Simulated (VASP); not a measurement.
**BP: dielectric tensor with PBE**

The system is BP.

```
CELL_PARAMETERS angstrom
0.00000 2.26055 2.26055
2.26055 0.00000 2.26055
2.26055 2.26055 0.00000
ATOMIC_POSITIONS crystal
B 0.00000 0.00000 0.00000
P 0.25000 0.25000 0.25000
```

```
Program                : VASP 6.6.1
Task                   : dielectric tensor
Functional             : PBE
Potentials or basis    : VASP PAW PBE potentials, release 64 (B, P)
Cutoff                 : 520 eV
k mesh                 : 16 × 16 × 16
Occupations            : gaussian, width 0.03 eV
Spin                   : no spin polarisation
Monkhorst-Pack mesh    : yes
Further INCAR settings : ALGO = Fast; EDIFF = 1e-08
```

| Property | Result |
| --- | --- |
| Electronic dielectric tensor (diagonal) | 9.18 |
| Born charges (mean of the diagonal) | B -0.53; P +0.53 e |

Levels at points of the mesh, in eV from the valence-band top:
```csv
k point,band 2,band 3,band 4,band 5,band 6,band 7
"(0.03, 0.03, 0.03)",-0.13,0.00,0.00,3.50,3.50,3.52
```

Electronic dielectric tensor:
```
9.18 0.00 0.00
0.00 9.18 0.00
0.00 0.00 9.18
```

Born effective charge tensors (e):
atom 1, B
```
-0.53  0.00  0.00
 0.00 -0.53  0.00
 0.00  0.00 -0.53
```
atom 2, P
```
0.53 0.00 0.00
0.00 0.53 0.00
0.00 0.00 0.53
```

Run time: 17 min on 1 thread of Intel(R) Xeon(R) Platinum 8259CL CPU @ 2.50GHz (Skylake/Cascade Lake), with other jobs on the host, peak memory 0.97 GiB.
